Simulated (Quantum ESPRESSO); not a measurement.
Write the native input for Quantum ESPRESSO 7.5 that does the following.

* Task: band structure
* Functional: r2SCAN
* Potentials or basis: SG15 PBE 1.2
* Cutoff: 1197 eV
* Density cutoff: 4789 eV
* k mesh: 8 × 8 × 8
* Occupations: fermi-dirac, width 0.05 eV
* Spin: no spin polarisation
* Symmetry: off
* Mixing beta: 0.5
* Most SCF iterations: 120
* SCF threshold: 1e-08 Ry

The system is HfC.

```
Hf C
1.0
     0.00000    2.32500    2.32500
     2.32500    0.00000    2.32500
     2.32500    2.32500    0.00000
Hf C
1 1
Direct
  0.50000 0.50000 0.50000
  0.00000 0.00000 0.00000
```

One way to write it, as run:

pw.in

```
&CONTROL
  calculation = 'scf'
  prefix = 'pwscf'
  outdir = './tmp'
  pseudo_dir = './pseudo'
  tprnfor = .true.
  tstress = .true.
  disk_io = 'low'
/
&SYSTEM
  ibrav = 0
  nat = 2
  ntyp = 2
  ecutwfc = 88
  nbnd = 22
  input_dft = 'r2scan'
  occupations = 'smearing'
  smearing = 'fd'
  degauss = 0.00367493
  nosym = .true.
/
&ELECTRONS
  conv_thr = 1d-08
  electron_maxstep = 120
  mixing_beta = 0.5
/
ATOMIC_SPECIES
Hf   178.4900 Hf_ONCV_PBE-1.2.upf
C     12.0110 C_ONCV_PBE-1.2.upf
CELL_PARAMETERS angstrom
   0.0000000000    2.3250000000    2.3250000000
   2.3250000000    0.0000000000    2.3250000000
   2.3250000000    2.3250000000    0.0000000000
ATOMIC_POSITIONS crystal
Hf     0.5000000000    0.5000000000    0.5000000000
C      0.0000000000    0.0000000000    0.0000000000
K_POINTS automatic
8 8 8 0 0 0
```

bands.in

```
&CONTROL
  calculation = 'bands'
  prefix = 'pwscf'
  outdir = './tmp'
  pseudo_dir = './pseudo'
  disk_io = 'low'
  verbosity = 'high'
/
&SYSTEM
  ibrav = 0
  nat = 2
  ntyp = 2
  ecutwfc = 88
  nbnd = 22
  input_dft = 'r2scan'
  occupations = 'smearing'
  smearing = 'fd'
  degauss = 0.00367493
  nosym = .true.
/
&ELECTRONS
  conv_thr = 1d-08
  electron_maxstep = 120
  mixing_beta = 0.5
  diago_full_acc = .true.
  startingwfc = 'random'
/
ATOMIC_SPECIES
Hf   178.4900 Hf_ONCV_PBE-1.2.upf
C     12.0110 C_ONCV_PBE-1.2.upf
CELL_PARAMETERS angstrom
   0.0000000000    2.3250000000    2.3250000000
   2.3250000000    0.0000000000    2.3250000000
   2.3250000000    2.3250000000    0.0000000000
ATOMIC_POSITIONS crystal
Hf     0.5000000000    0.5000000000    0.5000000000
C      0.0000000000    0.0000000000    0.0000000000
K_POINTS crystal
60
 0.0000000000  0.0000000000  0.0000000000 1
 0.0625000000  0.0000000000  0.0625000000 1
 0.1250000000  0.0000000000  0.1250000000 1
 0.1875000000  0.0000000000  0.1875000000 1
 0.2500000000  0.0000000000  0.2500000000 1
 0.3125000000  0.0000000000  0.3125000000 1
 0.3750000000  0.0000000000  0.3750000000 1
 0.4375000000  0.0000000000  0.4375000000 1
 0.5000000000  0.0000000000  0.5000000000 1
 0.5000000000  0.0625000000  0.5625000000 1
 0.5000000000  0.1250000000  0.6250000000 1
 0.5000000000  0.1875000000  0.6875000000 1
 0.5000000000  0.2500000000  0.7500000000 1
 0.4375000000  0.3125000000  0.7500000000 1
 0.3750000000  0.3750000000  0.7500000000 1
 0.3375000000  0.3375000000  0.6750000000 1
 0.3000000000  0.3000000000  0.6000000000 1
 0.2625000000  0.2625000000  0.5250000000 1
 0.2250000000  0.2250000000  0.4500000000 1
 0.1875000000  0.1875000000  0.3750000000 1
 0.1500000000  0.1500000000  0.3000000000 1
 0.1125000000  0.1125000000  0.2250000000 1
 0.0750000000  0.0750000000  0.1500000000 1
 0.0375000000  0.0375000000  0.0750000000 1
 0.0000000000  0.0000000000  0.0000000000 1
 0.0625000000  0.0625000000  0.0625000000 1
 0.1250000000  0.1250000000  0.1250000000 1
 0.1875000000  0.1875000000  0.1875000000 1
 0.2500000000  0.2500000000  0.2500000000 1
 0.3125000000  0.3125000000  0.3125000000 1
 0.3750000000  0.3750000000  0.3750000000 1
 0.4375000000  0.4375000000  0.4375000000 1
 0.5000000000  0.5000000000  0.5000000000 1
 0.5250000000  0.4500000000  0.5250000000 1
 0.5500000000  0.4000000000  0.5500000000 1
 0.5750000000  0.3500000000  0.5750000000 1
 0.6000000000  0.3000000000  0.6000000000 1
 0.6250000000  0.2500000000  0.6250000000 1
 0.5833333333  0.2500000000  0.6666666667 1
 0.5416666667  0.2500000000  0.7083333333 1
 0.5000000000  0.2500000000  0.7500000000 1
 0.5000000000  0.2857142857  0.7142857143 1
 0.5000000000  0.3214285714  0.6785714286 1
 0.5000000000  0.3571428571  0.6428571429 1
 0.5000000000  0.3928571429  0.6071428571 1
 0.5000000000  0.4285714286  0.5714285714 1
 0.5000000000  0.4642857143  0.5357142857 1
 0.5000000000  0.5000000000  0.5000000000 1
 0.4821428571  0.4821428571  0.5357142857 1
 0.4642857143  0.4642857143  0.5714285714 1
 0.4464285714  0.4464285714  0.6071428571 1
 0.4285714286  0.4285714286  0.6428571429 1
 0.4107142857  0.4107142857  0.6785714286 1
 0.3928571429  0.3928571429  0.7142857143 1
 0.3750000000  0.3750000000  0.7500000000 1
 0.6250000000  0.2500000000  0.6250000000 1
 0.5937500000  0.1875000000  0.5937500000 1
 0.5625000000  0.1250000000  0.5625000000 1
 0.5312500000  0.0625000000  0.5312500000 1
 0.5000000000  0.0000000000  0.5000000000 1
```

Potentials or basis: SG15 PBE 1.2.

Run with:

```sh
$ OMP_NUM_THREADS=1 pw.x -in pw.in > pw.out
$ OMP_NUM_THREADS=1 pw.x -in bands.in > bands.out
```

It gave:

```
Pressure               : -10.2 GPa
Band gap on the k mesh : none (metal or under the smearing width)
```

Caveat: the potentials were made for another functional, which shifts forces and pressure; spin-orbit coupling is left out, which moves the levels of the heavy elements.

It took 15 min on 1 thread of Arm Neoverse V2 (shared host), peak memory 0.26 GiB.
